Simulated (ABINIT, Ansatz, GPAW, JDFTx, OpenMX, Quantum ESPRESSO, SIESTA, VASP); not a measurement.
# One calculation of NbP, 9 ways

```
CELL_PARAMETERS angstrom
-1.67492 1.67492 5.74011
1.67492 -1.67492 5.74011
1.67492 1.67492 -5.74011
ATOMIC_POSITIONS crystal
Nb 0.24988 0.74988 0.50000
Nb 0.49988 0.49988 0.00000
P 0.83275 0.33275 0.50000
P 0.08275 0.08275 0.00000
```

The cell is a database's computed one, not the measured one.

Alike in all runs: task single point; functional PBE; k mesh 11 × 11 × 11; occupations fermi-dirac, width 0.05 eV; no spin polarisation; no spin-orbit coupling. Pressure is positive in compression and, in plane waves, holds the error of the finite cutoff, which Ansatz's Pulay term estimates and takes out.

```
                                                                                   program and potentials  plane-wave cutoff (eV)         notes  pressure (GPa)
                                                                Quantum ESPRESSO, SSSP 1.3 efficiency PBE                     748             -           -1.05
SIESTA, files PseudoDojo sr-pbe-0.4.1-standard, DZP (energy shift 0.003 Ry; two zetas on semicore shells)                       -  atomic basis            0.76
                                                                                 ABINIT, JTH PAW PBE v2.0                     544             -           -1.44
                                                                    JDFTx, PseudoDojo-SR-PBE-0.5-standard                    1116             -           -1.00
                                                               GPAW, GPAW PAW data sets (gpaw-data 1.2.1)                     600             -           -1.46
                                                           Ansatz, all-electron LAPW, scalar-relativistic                       -             -           -1.07
                             OpenMX, OpenMX 2013 PBE set, Nb7.0-s3p2d2, P7.0-s2p2d1f1, grid cutoff 400 Ry                       -  atomic basis            2.14
                                                                     VASP, PBE PAW files Nb_sv, P, 520 eV                     520             -           -1.46
                                                                    Ansatz, Ansatz PAW (earlier soft set)                     420             -           -1.08
```

Force on atom 2 (Nb), eV/Å:

```json
{"program and potentials": "SIESTA, files PseudoDojo sr-pbe-0.4.1-standard, DZP (energy shift 0.003 Ry; two zetas on semicore shells)", "x": "0.000", "y": "0.000", "z": "0.026"}
{"program and potentials": "OpenMX, OpenMX 2013 PBE set, Nb7.0-s3p2d2, P7.0-s2p2d1f1, grid cutoff 400 Ry", "x": "0.030", "y": "0.024", "z": "0.089"}
```

The pressure spans -1.46 (GPAW, GPAW PAW data sets (gpaw-data 1.2.1)) to 2.14 GPa (OpenMX, OpenMX 2013 PBE set, Nb7.0-s3p2d2, P7.0-s2p2d1f1, grid cutoff 400 Ry), with all-electron results at -1.07. The pressure on the cell as given of SIESTA, files PseudoDojo sr-pbe-0.4.1-standard, DZP (energy shift 0.003 Ry; two zetas on semicore shells); OpenMX, OpenMX 2013 PBE set, Nb7.0-s3p2d2, P7.0-s2p2d1f1, grid cutoff 400 Ry lies far from the others; the cause wasn't traced. Rows in atomic bases carry the error of their basis and grid, which can be large.

Differences between rows come from potentials, basis sets and numerical settings, since the functional is the same but for its coding. Runs on potential files found faulty are left out.
